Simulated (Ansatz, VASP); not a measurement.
## PtSe2 (Sudovikovite): VASP beside Ansatz

Contents of INCAR:

```
  PREC = Accurate
  ENCUT = 520
  EDIFF = 1E-7
  ISMEAR = -1
  SIGMA = 0.02
  LREAL = False
  LASPH = True
  NELM = 100
  ALGO = Normal
  ISIF = 2
  LWAVE = False
  LCHARG = True
  GGA = PS
  LELF = True
  LVHAR = True
  NBANDS = 18
```

The input KPOINTS:

```
regular mesh
0
Gamma
  6 6 4
```

Contents of POSCAR:

```
PtSe2
1.0
    3.7286599689      0.0000000000      0.0000000000
   -1.8643299844      3.2291142551      0.0000000000
    0.0000000000      0.0000000000      5.2770333368
Pt Se
1 2
Direct
    0.0000000000      0.0000000000      0.0000000000
    0.3333333333      0.6666666667      0.2462223103
    0.6666666667      0.3333333333      0.7537776897
```

Input for Ansatz:

```yaml
crystal:
  lattice:
    - [3.7286599689, 0.0, 0.0]
    - [-1.8643299844, 3.2291142551, 0.0]
    - [0.0, 0.0, 5.2770333368]
  atoms:
    - { symbol: Pt, position: [0.0, 0.0, 0.0] }
    - { symbol: Se, position: [0.3333333333, 0.6666666667, 0.2462223103] }
    - { symbol: Se, position: [0.6666666667, 0.3333333333, 0.7537776897] }
kpoints:
  mp_grid: { grid: [6, 6, 4] }
hamiltonian:
  xc: pbesol
scf:
  occupations: { method: fermi_dirac, width: 0.02 }
  n_extra_bands: 4
output:
  forces: true
  stress: true
  eigenvalues: true
```

Alike in both runs: task single point; functional PBEsol; k mesh 6 × 6 × 4; occupations fermi-dirac, width 0.02 eV; no spin polarisation.

```csv
,VASP,Ansatz
version,VASP 6.6.1,Ansatz 0.2.0
potentials or method,"VASP PAW PBE potentials, release 64 (Pt, Se)",plane waves
plane-wave cutoff (eV),520,420
valence electrons in the cell,22,50
```

VASP gave:

```
pressure (GPa)                                  : -1.0
largest component of the traceless stress (GPa) : 0.89
rms of the force components (eV/Å)              : 0.046
```

Q: Which values does Ansatz return?

A: Pressure (GPa): -1.0; largest component of the traceless stress (GPa): 0.87; rms of the force components (eV/Å): 0.052.

Atom by atom the forces differ by 0.005 eV/Å (rms over components). The two sets of potentials don't hold the same shells in valence.

Caveats: the PAW data sets were made with another functional, which shifts forces and pressure a little (VASP). Spin-orbit coupling is left out, which matters for the levels of Pt.
